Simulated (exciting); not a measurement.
# ScAl (Pm-3m) in exciting: reference runs

Aim: a first look at ScAl with PBEsol, on the cell as given.

All numbers are computed with exciting (release sodium); they aren't measurements. Logs are shortened: lines on timing, memory, paths and dates and some standing lists are left out, and cuts for length are marked.

## (1) Starting point

The structure is cubic, space group Pm-3m (No. 221). Conventional cell: a = 3.370 Å, b = 3.370 Å, c = 3.370 Å, α = 90.00°, β = 90.00°, γ = 90.00°. Around Sc (site symmetry m-3m) lie 8 Al at 2.92 Å. Al (site symmetry m-3m) has 8 Sc at 2.92 Å as nearest neighbours.

The cell comes from a database or a generator and needn't be the stable form of this composition.

## (2) Single point, PBEsol

Contents of input.xml:

```xml
<input>
  <title>ScAl</title>
  <structure speciespath="./" tshift="false">
    <crystal scale="1">
      <basevect>6.369036497715 0.000000000000 0.000000000000</basevect>
      <basevect>0.000000000000 6.369036497715 0.000000000000</basevect>
      <basevect>0.000000000000 0.000000000000 6.369036497715</basevect>
    </crystal>
    <species speciesfile="Sc.xml" rmt="2">
      <atom coord="0.500000000000 0.500000000000 0.500000000000"/>
    </species>
    <species speciesfile="Al.xml" rmt="2">
      <atom coord="0.000000000000 0.000000000000 0.000000000000"/>
    </species>
  </structure>
  <groundstate do="fromscratch" ngridk="8 8 8" rgkmax="9" gmaxvr="14" lmaxapw="10" lmaxmat="10" lmaxvr="8" xctype="GGA_PBE_SOL" stype="Fermi Dirac" swidth="0.00183747" nempty="14" ValenceRelativity="iora*" epsengy="1e-05" epspot="1e-05" maxscl="60" tforce="true" outputlevel="normal"/>
</input>
```

Potentials or basis: all-electron LAPW+lo, shipped species files, valence relativity iora*.

Command:

```bash
OMP_NUM_THREADS=1 exciting_smp
```

INFO.OUT:

```text
================================================================================
EXCITING SODIUM started
[... 10 lines left out ...]

 Lattice vectors (cartesian) :
      6.3690364977      0.0000000000      0.0000000000
      0.0000000000      6.3690364977      0.0000000000
      0.0000000000      0.0000000000      6.3690364977

 Reciprocal lattice vectors (cartesian) :
      0.9865205372      0.0000000000      0.0000000000
      0.0000000000      0.9865205372      0.0000000000
      0.0000000000      0.0000000000      0.9865205372

 Unit cell volume                           :     258.3575829320
 Brillouin zone volume                      :       0.9601042502

 Species :    1 (Sc)
     parameters loaded from                 :    Sc.xml
     name                                   :    scandium
     nuclear charge                         :     -21.00000000
     electronic charge                      :      21.00000000
     atomic mass                            :   81949.61067000
     muffin-tin radius                      :       2.00000000
     # of radial points in muffin-tin       :     350

     atomic positions (lattice) :
       1 :   0.50000000  0.50000000  0.50000000

 Species :    2 (Al)
     parameters loaded from                 :    Al.xml
     name                                   :    aluminium
     nuclear charge                         :     -13.00000000
     electronic charge                      :      13.00000000
     atomic mass                            :   49184.33493000
     muffin-tin radius                      :       2.00000000
     # of radial points in muffin-tin       :     300

     atomic positions (lattice) :
       1 :   0.00000000  0.00000000  0.00000000

 Total number of atoms per unit cell        :       2

 Spin treatment                             :    spin-unpolarised

 Number of Bravais lattice symmetries       :      48
 Number of crystal symmetries               :      48

 k-point grid                               :       8    8    8
 Total number of k-points                   :      35
[... 34 lines left out ...]

 Using multisecant Broyden potential mixing
[... 6 lines left out ...]
* Groundstate module started                                                   *
********************************************************************************
 Output level for this task is set to normal

++++++++++++++++++++++++++++++++++++++++++++++++++++++++++++++++++++++++++++++++
[... 5 lines left out ...]
+ SCF iteration number :    1                                                  +
++++++++++++++++++++++++++++++++++++++++++++++++++++++++++++++++++++++++++++++++
 Total energy                               :     -1004.25449351
 _______________________________________________________________
 Fermi energy                               :         0.28117906
 Kinetic energy                             :      1013.41298366
 Coulomb energy                             :     -1961.39237810
 Exchange energy                            :       -54.66777187
 Correlation energy                         :        -1.60732720
[... 357 lines left out ...]
 RMS change in effective potential (target) :  0.120504E-07  ( 0.100000E-04)
 Absolute change in total energy   (target) :  0.608159E-05  ( 0.100000E-04)
 Charge distance                   (target) :  0.200233E-07  ( 0.100000E-04)
 Abs. change in max-nonIBS-force   (target) :   0.00000      ( 0.500000E-04)

++++++++++++++++++++++++++++++++++++++++++++++++++++++++++++++++++++++++++++++++
| Convergency criteria checked for the last 2 iterations                       +
| Convergence targets achieved. Performing final SCF iteration                 +
++++++++++++++++++++++++++++++++++++++++++++++++++++++++++++++++++++++++++++++++
 Total energy                               :     -1005.71164856
 _______________________________________________________________
 Fermi energy                               :         0.28042641
 Kinetic energy                             :      1012.51477136
 Coulomb energy                             :     -1961.89198569
 Exchange energy                            :       -54.72654191
 Correlation energy                         :        -1.60789232

 DOS at Fermi energy (states/Ha/cell)       :        32.88647476

 Electron charges :
     core                                   :        14.00000000
     core leakage                           :         0.00136346
     valence                                :        20.00000000
     interstitial                           :         4.63136271
     charge in muffin-tin spheres :
                  atom     1    Sc          :        18.48832747
                  atom     2    Al          :        10.88030982
     total charge in muffin-tins            :        29.36863729
     total charge                           :        34.00000000

++++++++++++++++++++++++++++++++++++++++++++++++++++++++++++++++++++++++++++++++
+ Self-consistent loop stopped                                                 +
++++++++++++++++++++++++++++++++++++++++++++++++++++++++++++++++++++++++++++++++
 STATE.OUT is written

--------------------------------------------------------------------------------
- Writing atomic positions and forces                                          -
--------------------------------------------------------------------------------

 Atomic positions (lattice) :
 atom     1  Sc  :     0.50000000    0.50000000    0.50000000
 atom     2  Al  :     0.00000000    0.00000000    0.00000000

 Total atomic forces including IBS (cartesian) :
 atom     1  Sc  :     0.00000000    0.00000000    0.00000000
 atom     2  Al  :     0.00000000   -0.00000000    0.00000000

 Atomic force components including IBS (cartesian) :
 atom     1  Sc  :    -0.00000000   -0.00000000   -0.00000000   HF force
                 :     0.00000000    0.00000000    0.00000000   core correction
                 :     0.00000000    0.00000000    0.00000000   IBS correction
 atom     2  Al  :     0.00000000    0.00000000    0.00000000   HF force
                 :    -0.00000000   -0.00000000   -0.00000000   core correction
                 :    -0.00000000   -0.00000000   -0.00000000   IBS correction

********************************************************************************
* Groundstate module stopped                                                   *
********************************************************************************

--------------------------------------------------------------------------------
- CAUTION! Warnings have been written in file WARNING.OUT !                    -
--------------------------------------------------------------------------------
================================================================================
| EXCITING SODIUM stopped                                                      =
================================================================================
```

Wall time 1.8 min (1 thread of Arm Neoverse V2, shared host); peak memory 0.13 GiB.

Results:

```
Free energy                                       : -27366.8175 eV
Band gap on the k mesh                            : none (metal or under the smearing width)
All electrons inside the program's atomic spheres : Sc 18.49; Al 10.88 (radii Sc 2.0, Al 2.0 bohr)
```

Caveat: the log's total energy holds no entropy term; the free energy is that total less TS from the occupations.
